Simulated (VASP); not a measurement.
# Settings for LiCl: relaxation of the cell

LiCl, P1 (no. 1), 2 atoms in the cell. PBE, relaxation of the cell; PAW potentials Cl, Li_sv (PBE set). VASP 6.6.1.

Wanted: cell lengths a, b, c within 0.2 %; volume within 0.4 %.

The series start from Relaxations run in a row: 2; Cutoff ENCUT (eV): 700; Force threshold EDIFFG (eV/Å): -0.01; Relaxation method: conjugate gradient, POTIM 0.5; Precision mode: Accurate. Each series keeps the choices made before it, and each single choice may use up half of a tolerance. Times cover all steps of a run.

## Relaxations run in a row

| Relaxations run in a row | Cell lengths a, b, c, largest deviation against the largest value | Volume (Å³/atom) | Time (s) |
|---|---|---|---|
| 1 | 0 % | 17.04 | 95 |
| 2 | 0 % | 17.04 | 102 |
| 3 (reference) | 0 % | 17.04 | 122 |

Chosen: 1, the loosest value from which every tighter one stays within half of the tolerance.

## Cutoff ENCUT (eV)

| Cutoff ENCUT (eV) | Cell lengths a, b, c, largest deviation against the largest value | Volume (Å³/atom) | Time (s) |
|---|---|---|---|
| 400 | 0.73 % | 16.73 | 46 |
| 450 | 0.24 % | 16.96 | 92 |
| 500 | 0.14 % | 17.04 | 80 |
| 550 | 0.053 % | 17.05 | 106 |
| 600 | 0.068 % | 17.04 | 107 |
| 700 | 0.062 % | 17.04 | 95 |
| 800 | 0.018 % | 17.07 | 176 |
| 900 (reference) | 0 % | 17.07 | 193 |

Chosen: 550.

## Force threshold EDIFFG (eV/Å)

| Force threshold EDIFFG (eV/Å) | Cell lengths a, b, c, largest deviation against the largest value | Volume (Å³/atom) | Time (s) |
|---|---|---|---|
| -0.05 | 0.43 % | 17.07 | 28 |
| -0.02 | 0.33 % | 17.05 | 58 |
| -0.01 | 0.075 % | 17.05 | 106 |
| -0.005 | 0.041 % | 17.03 | 80 |
| -0.002 (reference) | 0 % | 17.03 | 85 |

Chosen: -0.01.

## Relaxation method

| Relaxation method | Cell lengths a, b, c, largest deviation against the largest value | Volume (Å³/atom) | Time (s) |
|---|---|---|---|
| conjugate gradient, POTIM 0.5 | 0 % | 17.05 | 106 |
| conjugate gradient, POTIM 0.2 | 0.13 % | 17.02 | 81 |
| conjugate gradient, POTIM 1.0 | 0.066 % | 17.04 | 61 |
| quasi-Newton, POTIM 0.5 | 0.14 % | 17.03 | 61 |
| quasi-Newton, POTIM 0.5, at least 5 electronic steps | 0.14 % | 17.03 | 61 |
| velocity quench, POTIM 0.1 | 0.097 % | 17.05 | 85 |

Chosen: conjugate gradient, POTIM 1.0, the fastest of those that stay within half of the tolerance.

## Precision mode

| Precision mode | Cell lengths a, b, c, largest deviation against the largest value | Volume (Å³/atom) | Time (s) |
|---|---|---|---|
| Accurate | 0 % | 17.04 | 61 |
| Normal | 0.01 % | 17.04 | 30 |
| High | 0.0052 % | 17.04 | 48 |

Chosen: Normal.

## All choices together

| Input | Cell lengths a, b, c, largest deviation against the largest value | Volume (Å³/atom) | Time (s) |
|---|---|---|---|
| EDIFF and PREC left to the program (naive) | 0.22 % | 16.97 | 75 |
| chosen settings | 0.099 % | 17.04 | 30 |
| reference settings throughout | 0 % | 17.05 | 205 |

The tolerance is met.

Values of the reference run: Cell lengths a, b, c: 3.64, 3.641, 3.64 Å.

## The input

INCAR.step1:
```
PREC     = Normal         # precision mode
ENCUT    = 550            # plane-wave cutoff, eV
EDIFF    = 1E-7           # SCF threshold, eV
ISMEAR   = 0              # smearing method
SIGMA    = 0.05           # smearing width, eV
LREAL    = F              # projectors in reciprocal space
LASPH    = T              # aspherical terms in the spheres
NELM     = 100            # most SCF steps
ALGO     = Normal         # electronic algorithm
LWAVE    = F              # write WAVECAR
LCHARG   = F              # write CHGCAR
IBRION   = 2              # ionic algorithm
NSW      = 60             # ionic steps
ISIF     = 3              # what is computed and relaxed
EDIFFG   = -0.01          # ionic threshold
POTIM    = 1.0            # step
KPAR     = 8             
```

INCAR.step2, as INCAR.step1 but for:
```
- IBRION = 2
- NSW = 60
- ISIF = 3
- EDIFFG = -0.01
- POTIM = 1.0
+ NSW = 0
+ ISIF = 2
```

KPOINTS:
```
k-points
0
Gamma
  7 7 7
```

POSCAR.step1:
```
LiCl
1.0
   -0.0107960000      2.6596050000      2.6426350000
    2.6226770000      0.0085660000      2.6232730000
    2.6183620000      2.6359280000      0.0128810000
Cl Li
1 1
Direct
    0.4937590000      0.5054580000      0.5056760000
    0.0062410000     -0.0054580000     -0.0056760000
```

POSCAR.step2:
```
LiCl
1.0
   -0.0022404062      2.5720385957      2.5787302042
    2.5762213733      0.0021805749      2.5743730965
    2.5753754948      2.5667267490      0.0029756829
Cl Li
1 1
Direct
    0.5001402294      0.4999105317      0.4998711642
    0.9998597706      0.0000894683      0.0001288358
```

Commands (each step's output is kept before the next begins):
```
cat potpaw_PBE.64/Cl/POTCAR potpaw_PBE.64/Li_sv/POTCAR > POTCAR
cp INCAR.step1 INCAR
cp POSCAR.step1 POSCAR
mpirun -np 8 vasp_std > vasp.out
cp CONTCAR POSCAR
cp INCAR.step2 INCAR
cp POSCAR.step2 POSCAR
mpirun -np 8 vasp_std > vasp.out
```

Limits: the start was distorted on purpose (volume up by 6 %, random strain, atoms moved at random), so the space group given is the start's and not the crystal's.

The chosen input took VASP 6.6.1 30 s on 8 cores (Intel Xeon Platinum 8259CL @ 2.50GHz (Skylake/Cascade Lake)), a shared host.

## An input that fails: cell relaxed at a low cutoff

It runs to its end, but against the unchanged starting input it is off by 0.97 % in the cell lengths a, b, c, 2.8 % in the volume.

Changes against the starting input:
```
(all steps)
- PREC = Accurate
- ENCUT = 700
+ PREC = Low
+ ENCUT = 400
(POSCAR.step3)
-   -0.0011368681      2.5729705688      2.5762390666
-    2.5746293219      0.0010166342      2.5741508153
-    2.5742037545      2.5703512192      0.0013910934
+    0.0003143209      2.5528221308      2.5518608452
+    2.5491338431      0.0025646472      2.5496240406
+    2.5486443972      2.5500267580      0.0030332556
-    0.5000485759      0.4999726238      0.4999444476
-    0.9999514241      0.0000273762      0.0000555524
+    0.4998694156      0.5001721483      0.5001307868
+    0.0001305844      0.9998278517      0.9998692132
```
